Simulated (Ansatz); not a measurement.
The reference is AlSb in the zinc blende structure (space group F-43m, No. 216; a = 6.1570 Å).

One thing is altered: cell and atoms relaxed at a pressure of 5 GPa.

Levels (all Ansatz, a quantum-chemistry and plane-wave program, PAW): PBEsol (420 eV, without spin-orbit coupling); PBEsol+SOC (420 eV, noncollinear with spin-orbit coupling).

The geometry is relaxed with PBEsol.

| Item | Value |
|---|---|
| PBEsol width of the top valence band | 3.01 eV |
| PBEsol band gap | 1.00 eV |
| PBEsol valence-band top at Γ | 0.00, 0.00, 0.00 eV |

### Question
Predict the width of the top valence band, band gap, valence-band top at Γ and hole mass from PBEsol+SOC.

### Answer
The width of the top valence band grows by 0.174 eV to 3.19 eV; the band gap falls by 0.22 eV to 0.78 eV; the valence-band top at Γ (three highest Kramers pairs, from the VBM) changes from 0.00, 0.00, 0.00 eV to 0.00, 0.00, -0.71 eV; the hole mass (degenerate bands, along [100]) is 0.13, 0.30 mₑ (at Γ). The threefold valence maximum splits by Δso ≈ 0.71 eV.

Single points use the geometry relaxed with PBEsol. The spin-orbit shifts are approximate. Spin-orbit coupling, missing from the scalar runs, can matter with Sb. Load acts through the strain it causes; cell and atoms are relaxed under it. Masses are band curvatures over ±0.01 Å⁻¹ around the edge. Stability against distortions was not tested. Tetrahedral semiconductors of this kind turn to denser phases somewhere between about 1 and 50 GPa; those were not computed, so compressed cells here can lie past the real transition.
